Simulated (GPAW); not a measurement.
Here is a GPAW 26.7.0 calculation.

Contents of run.py:

```python
import json
import numpy as np
from ase import Atoms
from ase.calculators.mixing import SumCalculator
from ase.constraints import FixSymmetry
from ase.io import read, write
from ase.optimize import BFGS
from dftd4.ase import DFTD4
from phonopy import Phonopy
from phonopy.structure.atoms import PhonopyAtoms
from gpaw import GPAW, PW, setup_paths

setup_paths.insert(0, '.')

atoms = read('PbSe.xyz')

calc = GPAW(mode=PW(510),
            xc='PBEsol',
            kpts={'size': (8, 8, 8), 'gamma': True},
            occupations={'name': 'fermi-dirac', 'width': 0.05},
            nbands=19,
            convergence={'density': 1e-06, 'eigenstates': 1e-09},
            maxiter=150,
            txt='gpaw.txt')
atoms.calc = SumCalculator([calc, DFTD4(method='pbesol')])
atoms.set_constraint(FixSymmetry(atoms))
BFGS(atoms, trajectory='relax.traj', logfile='-').run(fmax=0.005, steps=40)
atoms.set_constraint()
energy = atoms.get_potential_energy()
forces = atoms.get_forces()
stress = atoms.get_stress()
calc.write('gs.gpw')
write('result.traj', atoms)
print('Cell:', atoms.cell.cellpar().round(4))
print(atoms.get_scaled_positions().round(5))

def force_constants(scale):
    unit = PhonopyAtoms(symbols=atoms.get_chemical_symbols(), cell=atoms.cell[:] * scale**(1 / 3),
                        scaled_positions=atoms.get_scaled_positions())
    ph = Phonopy(unit, supercell_matrix=np.diag([1, 1, 1]), primitive_matrix=np.eye(3), symprec=1e-4)
    ph.generate_displacements(distance=0.03)
    forces = []
    for i, sc in enumerate(ph.supercells_with_displacements):
        a = Atoms(sc.symbols, cell=sc.cell, scaled_positions=sc.scaled_positions, pbc=True)
        c = GPAW(mode=PW(510),
                 xc='PBEsol',
                 kpts={'size': (8, 8, 8), 'gamma': True},
                 occupations={'name': 'fermi-dirac', 'width': 0.05},
                 nbands=19,
                 convergence={'density': 1e-06, 'eigenstates': 1e-09},
                 maxiter=150,
                 txt=f'disp-{scale:.3f}-{i:02d}.txt')
        a.calc = SumCalculator([c, DFTD4(method='pbesol')])
        f = a.get_forces()
        forces.append(f - f.mean(axis=0))
        print(f'displacement {i}: drift', f.mean(axis=0).round(5), flush=True)
    ph.forces = forces
    ph.produce_force_constants()
    ph.symmetrize_force_constants()
    return ph

qpoints = [[0.0, 0.0, 0.0]]
results = {}
for scale in [1.0]:
    ph = force_constants(scale)
    ph.run_qpoints(qpoints)
    nu = ph.qpoints.frequencies * 33.35641  # THz to cm^-1
    results[f'{scale:.3f}'] = nu.tolist()
    for qp, f in zip(qpoints, nu):
        print(scale, np.round(qp, 4), f.round(2))
json.dump(results, open('phonons.json', 'w'))
```

File PbSe.xyz:

```xyz
2
Lattice="0.0000000000 3.0606500000 3.0606500000 3.0606500000 0.0000000000 3.0606500000 3.0606500000 3.0606500000 0.0000000000" Properties=species:S:1:pos:R:3 pbc="T T T"
Pb     0.0000000000      0.0000000000      0.0000000000
Se     3.0606500000      3.0606500000      3.0606500000
```

Potentials or basis: PAW data sets generated in the run's folder for this functional, pw.

Command:

```sh
$ gpaw-setup -f PBEsol Pb Se
$ OMP_NUM_THREADS=1 python run.py
```

Q: Estimate the highest phonon frequency at Γ, LO-TO splitting left out.

A: 33 cm⁻¹.

Q: Estimate the dispersion energy per atom.

A: -0.231 eV.

Q: What does it give for the band gap on the k mesh?

A: 0.16 eV, direct.

Phonon frequencies in cm⁻¹ (negative: imaginary):
```
              q point     frequencies
(0.000, 0.000, 0.000)  0 0 0 33 33 33
```

Caveat: the LO-TO splitting is left out; spin-orbit coupling is left out, which as a rule narrows the gap of such compounds by several tenths of an eV.

**What was measured.**

A printed reference work, monograph reports, for a bulk crystal of PbSe at 4.2 K: band gap 0.15 eV (direct).

A measured gap of PbSe is 0.15 eV (direct; 4.2 K; a printed reference work, monograph); the calculated 0.16 eV misses it by +0.01 eV. 2 values of this kind are on record (0.15 to 0.28 eV); this one was drawn at random. Spin-orbit coupling on Pb, Se is left out. The value is that of PBEsol+D4 on a finite k mesh, which can miss the band edges, without temperature or zero-point motion.
